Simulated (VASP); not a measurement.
Wanted: the native input for a VASP 6.6.1 run.

* Task: single point
* Functional: r2SCAN
* Potentials or basis: VASP PAW PBE potentials, release 64 (Cd, Se)
* Cutoff: 520 eV
* k mesh: 9 × 9 × 4
* Occupations: gaussian, width 0.02 eV
* Spin: no spin polarisation
* Dipole correction: no
* Further INCAR settings: ALGO = Normal; EDIFF = 1e-07; NBANDS = 26

The system is CdSe (Cadmoselite).

```xyz
4
Lattice="4.3401 0.0000 0.0000 -2.1700 3.7586 0.0000 0.0000 0.0000 7.0776" Properties=species:S:1:pos:R:3 pbc="T T T"
Cd    0.0000    2.5057    0.0321
Cd    2.1700    1.2529    3.5709
Se    0.0000    2.5057    2.6928
Se    2.1700    1.2529    6.2316
```

These files were run (other wordings do the same):

POSCAR

```
CdSe
1.0
    4.3400820326      0.0000000000      0.0000000000
   -2.1700410163      3.7586212947      0.0000000000
    0.0000000000      0.0000000000      7.0775544066
Cd Se
2 2
Direct
    0.3333333333      0.6666666667      0.0045326091
    0.6666666667      0.3333333333      0.5045326091
    0.3333333333      0.6666666667      0.3804673909
    0.6666666667      0.3333333333      0.8804673909
```

INCAR.step1

```
PREC = Accurate
ENCUT = 520
ISMEAR = 0
SIGMA = 0.02
LREAL = False
LASPH = True
NELM = 80
NBANDS = 26
GGA = PE
ALGO = Normal
EDIFF = 1E-4
LWAVE = True
LCHARG = False
```

INCAR.step2

```
PREC = Accurate
ENCUT = 520
EDIFF = 1E-7
ISMEAR = 0
SIGMA = 0.02
LREAL = False
LASPH = True
NELM = 80
ALGO = Normal
ISIF = 2
LWAVE = False
LCHARG = True
METAGGA = R2SCAN
LMIXTAU = True
LELF = True
LVHAR = True
NBANDS = 26
ISTART = 1
```

KPOINTS

```
Automatic mesh
0
Gamma
  9 9 4
```

Potentials or basis: VASP PAW PBE potentials, release 64 (Cd, Se).

Launch:

```sh
$ cat potpaw_PBE.64/Cd/POTCAR potpaw_PBE.64/Se/POTCAR > POTCAR
$ cp INCAR.step1 INCAR
$ mpirun -np 1 vasp_std > vasp.out
$ cp INCAR.step2 INCAR
$ mpirun -np 1 vasp_std > vasp.out
```

It gave:

```json
{
 "Pressure": "0.2 GPa",
 "Band gap on the k mesh": "1.09 eV, direct"
}
```

Caveat: the PAW data sets were made with another functional, which shifts forces and pressure a little.

Wall time 2.5 min on 1 thread of Intel(R) Xeon(R) 6975P-C (Granite Rapids), on a shared host, peak memory 0.3 GiB.
